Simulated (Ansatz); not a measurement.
Input and command of a plane-wave DFT calculation in Ansatz:

```yaml
crystal:
  lattice:
    - [0.0, 2.454822, 2.454822]
    - [2.454822, 0.0, 2.454822]
    - [2.454822, 2.454822, 0.0]
  atoms:
    - { symbol: Hf, position: [-0.0203680756, -0.0203680756, 0.0203680756] }
    - { symbol: "N", position: [0.75, 0.75, 0.75] }
basis:
  ecutwfc: 500
kpoints:
  mp_grid: { grid: [16, 16, 16] }
hamiltonian:
  xc: r2scan
scf:
  occupations: { method: gaussian, width: 0.15 }
output:
  forces: true
  stress: true
  eigenvalues: true
```

```bash
ansatz run input.yaml --threads 1 --pin off --max-ram 2560MiB --backend cpu --events-out ev --progress --plain --runs-dir out
```

Processor: Intel(R) Xeon(R) Processor @ 2.50GHz (Skylake/Cascade Lake), 1 thread, on a host shared with other jobs.

How long does it run, and how much memory does it take?

About 2.2 min on 1 thread of Intel(R) Xeon(R) Processor @ 2.50GHz (Skylake/Cascade Lake), on a shared host, peak memory 0.82 GiB. It solves 20 bands at 621 k points (the mesh reduced by symmetry) with about 749 plane waves, in 8 SCF iterations.
